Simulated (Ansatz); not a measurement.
BaSnO$_{3}$ (cubic perovskite), relaxed and computed with several functionals in Ansatz (plane waves, PAW).

| functional | a (Å) | gap (eV) | ΔH_f (eV/atom) | B₀ by P(V) fit (GPa) | K_Hill (GPa) | G_Hill (GPa) | ε∞ | electron conductivity mass (mₑ) | Θ_D (K) |
|---|---|---|---|---|---|---|---|---|---|
| r²SCAN | 4.131 | 1.56 | -2.44 | 158 | 158 | 103 | 4.35 | 0.19 | 517 |
| PBEsol | 4.122 | 0.86 | -2.26 | 151 | 151 | 96.7 | 4.96 | 0.16 | 502 |
| LDA | 4.083 | 1.14 | -2.39 | 166 | 166 | 104 | 4.79 | 0.18 | 517 |

All cells were relaxed under the symmetry of their starts (and spin orders); stability against distortions was not tested throughout. Spin–orbit coupling is left out wherever it is not named.

Potentials: the later of the program's two PAW sets.

Ansatz (a first-principles code) is a plane-wave DFT program.

Formation energies count from the lowest solids of the elements computed at the same level, not from gases.
